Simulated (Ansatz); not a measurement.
Runs of Ansatz 0.2.0 on KMgF3. The structure is cubic, space group Pm-3m (No. 221). The conventional cell has a = 3.986 Å, b = 3.986 Å, c = 3.986 Å, α = 90.00°, β = 90.00°, γ = 90.00°. K (site symmetry m-3m) has 12 F at 2.82 Å as nearest neighbours. Mg (site symmetry m-3m) has 6 F at 1.99 Å as nearest neighbours. Around F (site symmetry 4/mmm) lie 2 Mg at 1.99 Å. 

```csv
level,cutoff (eV),gap on the mesh (eV),pressure (GPa)
BLYP,420,(c),5.0
PBE,420,7.37,3.8
r2SCAN,500,8.30,-0.3
RPBE,420,7.67,8.1
PBEsol,420,7.18,0.3
LDA,420,7.02,(a)
revPBE,420,(b),(d)
```

Alike in all rows: task projected density of states; potentials or basis Ansatz PAW; no spin polarisation; cell as given; k mesh 7 × 7 × 7; smearing fermi-dirac 0.05 eV.

**Question.** Fill in the values left out.

**Answer.** (a) -4.5; (b) 7.61; (c) 7.49; (d) 7.2.

Caveats: odd divisions of the mesh miss points on the zone boundary, where band edges often lie, so the gap on the mesh can be too wide; the density of states is complete only up to the lowest level of the last band computed; the PAW data sets come from PBE, with cores solved anew for the run's functional, which leaves a small shift of forces and pressure (some runs).

A k mesh can miss the band edges.
